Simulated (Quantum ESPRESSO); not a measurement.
RbBr under changes of volume

One of the cells (35.122 Å³/atom); the others are scaled copies at fixed shape and fractional positions:

```
Rb Br
1.0
     4.12608    0.00000    0.00000
     0.00000    4.12608    0.00000
     0.00000    0.00000    4.12608
Rb Br
1 1
Direct
  0.00000 0.00000 0.00000
  0.50000 0.50000 0.50000
```

The cell comes from a database or a generator and needn't be the stable form of this composition.

| Item | Value |
| --- | --- |
| Program | Quantum ESPRESSO 7.5 |
| Functional | PBE |
| Potentials or basis | SSSP 1.3 efficiency PBE |
| Cutoff | 816 eV |
| Density cutoff | 5987 eV |
| k mesh | 7 × 7 × 7 |
| Occupations | fermi-dirac, width 0.05 eV |
| Spin | no spin polarisation |

```csv
volume (Å³/atom),energy over the lowest point (meV/atom),pressure (GPa),gap on the mesh (eV)
33.015,22.90,2.1,4.33
33.717,14.82,1.6,4.25
34.420,8.71,1.2,4.17
35.122,4.35,0.8,4.10
35.825,?,?,?
36.527,0.15,0.2,3.97
37.230,0.00,-0.1,3.91
```

Q: What does the run at 35.825 Å³/atom give?

A: Energy over the lowest point 1.55 meV/atom; pressure 0.5 GPa; gap on the mesh 4.04 eV.

Worked out: A Birch-Murnaghan fit of order 3 (a polynomial in V^(-2/3)) to the other rows has its minimum at 36.97 Å³/atom with B0 = V·E''(V) = 13.9 GPa and B' = 5.0. It gives 1.55 meV/atom at 35.825 Å³/atom, against the run's 1.55, and -dE/dV = 0.5 GPa, against 0.5. A straight line through the other rows of the gap, of slope -3.48 eV per unit of ln V, gives 4.04 eV, against the run's 4.04.

Energies are extrapolated to zero smearing.

Caveats: an odd mesh through Γ misses points on the zone boundary, where band edges often lie. Spin-orbit coupling on Br, Rb is left out.
